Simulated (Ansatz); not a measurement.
The calculation used DFT PBE, scalar-relativistic, plane waves, PAW (Ansatz 0.2.0). Settings: cutoff 420 eV, Γ-centred meshes spaced at most about 0.3 Å⁻¹ (2π included), Gaussian smearing. No spin polarisation.

Temperature and zero-point effects are left out.

Two relaxed structures of HfSi2O6:

A. Space group C222 (No. 21), orthorhombic, a = 5.216 Å, b = 9.896 Å, c = 6.020 Å. Hf is surrounded by 4 O at 1.95 Å; Si is surrounded by 4 O at 1.63 Å; O on a site of symmetry 1 has 1 Si at 1.63 Å and 1 Hf at 1.95 Å; O on a site of symmetry 2 has 2 Si at 1.63 Å.

B. Space group C2 (No. 5), monoclinic, a = 9.911 Å, b = 5.016 Å, c = 5.885 Å, β = 91.7°. Hf is surrounded by 4 O at 1.94–1.96 Å; Si is surrounded by 4 O at 1.63–1.64 Å; O on its first site has 1 Si at 1.63 Å and 1 Hf at 1.94 Å; O on its second site has 2 Si at 1.64 Å; around O on its third site lie 1 Si at 1.63 Å and 1 Hf at 1.96 Å.

Task: Which is lower in energy, and by how much?

Result: B is lower, by 7 meV/atom. A has space group C222 (No. 21), 17.3 Å³/atom and a gap of 4.94 eV on its mesh; B has space group C2 (No. 5), 16.2 Å³/atom and a gap of 5.03 eV. The denser one is the lower, and pressure would at first widen the difference. Origin: A, invented; B, invented, then shaken at random and relaxed again. Shaken at random and relaxed again, A falls into B, 7 meV/atom lower, so it is a saddle point or a shallow minimum.

These runs have no spin–orbit coupling, which can matter for Hf. Kohn–Sham gaps at this level usually fall short of measured ones. Cells without such a test can be saddle points.
